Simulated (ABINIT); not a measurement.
Se:

```xyz
3
Lattice="4.3662 0.0000 0.0000 -2.1831 3.7812 0.0000 0.0000 0.0000 4.9536" Properties=species:S:1:pos:R:3 pbc="T T T"
Se    1.6910    2.9289    0.0000
Se   -0.4921    0.8523    3.3024
Se    0.9841    0.0000    1.6512
```

* Program: ABINIT 10.8.3 (patched build)
* Task: relaxation of cell and atoms
* Functional: PBE
* Potentials or basis: JTH PAW PBE v2.0
* Cutoff: 408 eV
* k mesh: 5 × 5 × 4
* Occupations: fermi-dirac, width 0.05 eV
* Spin: no spin polarisation

At the start: pressure 2.7 GPa; volume 27.26 Å³/atom.

Question: Where does the relaxation end?

Answer: Over 16 steps the energy falls by 12.4 meV/atom and the volume is 28.94 Å³/atom (+6.1 %); space group P3_121 (No. 152, to 0.05 Å).

Step by step:
```tsv
step	energy change (eV)	largest force (eV/Å)	pressure (GPa)	volume (Å³)
1	0.0000	0.4254	2.72	81.78
2	-0.0157	0.2659	1.92	82.47
3	-0.0316	0.0563	0.27	84.06
4	-0.0322	0.0764	0.14	84.24
5	-0.0333	0.0959	-0.07	84.65
6	-0.0346	0.0850	-0.17	85.09
7	-0.0356	0.0445	-0.12	85.34
8	-0.0356	0.0119	0.00	85.32
9	-0.0356	0.0042	0.04	85.28
10	-0.0356	0.0006	0.07	85.27
11	-0.0356	0.0071	0.11	85.30
12	-0.0359	0.0140	0.15	85.46
13	-0.0365	0.0246	0.18	85.97
14	-0.0369	0.0171	0.12	86.35
15	-0.0372	0.0019	0.02	86.73
16	-0.0372	0.0001	0.00	86.81
```

Final structure:
```yaml
crystal:
  lattice:
    - [4.45083, 0.00000, 0.00000]
    - [-2.22541, 3.85453, 0.00000]
    - [0.00000, 0.00000, 5.05990]
  atoms:
    - { symbol: Se, position: [0.77712, 0.77712, 0.00000] }
    - { symbol: Se, position: [0.00000, 0.22288, 0.66667] }
    - { symbol: Se, position: [0.22288, 0.00000, 0.33333] }
```
